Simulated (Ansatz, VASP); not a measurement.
**Two plane-wave programs on As**

```
CELL_PARAMETERS angstrom
7.78655 0.00000 0.00000
-3.89328 6.74335 0.00000
0.00000 0.00000 3.96396
ATOMIC_POSITIONS crystal
As 0.81287 0.18713 0.50000
As 0.81287 0.62573 0.50000
As 0.37427 0.18713 0.50000
As 0.18713 0.81287 0.50000
As 0.18713 0.37427 0.50000
As 0.62573 0.81287 0.50000
As 0.33333 0.66667 0.00000
As 0.66667 0.33333 0.00000
```

Alike in both runs: functional PBE; k mesh 6 × 6 × 10; occupations gaussian, width 0.01 eV; no spin polarisation.

Ansatz relaxed the structure, and its values are those at the end. VASP's run is a single point on that final structure, the one shown.

|  | VASP | Ansatz |
| --- | --- | --- |
| version | VASP 6.6.1 | Ansatz 0.2.0 |
| potentials or method | VASP PAW PBE potentials, release 64 (As) | scalar-relativistic, plane waves, PAW |
| plane-wave cutoff (eV) | 520 | 420 |
| valence electrons in the cell | 40 | 120 |

```csv
,VASP,Ansatz,Ansatz less VASP
gap on the k mesh at the Fermi level (eV),none,none,-
pressure (GPa),0.2,0.0,-0.13
rms of the force components (eV/Å),0.008,0.002,-0.0060
```

A gap of «none» marks a metal or a gap that the smearing closes. With one functional, cell and mesh, what is left measures potentials, basis and numerics. The two sets of potentials don't hold the same shells in valence.
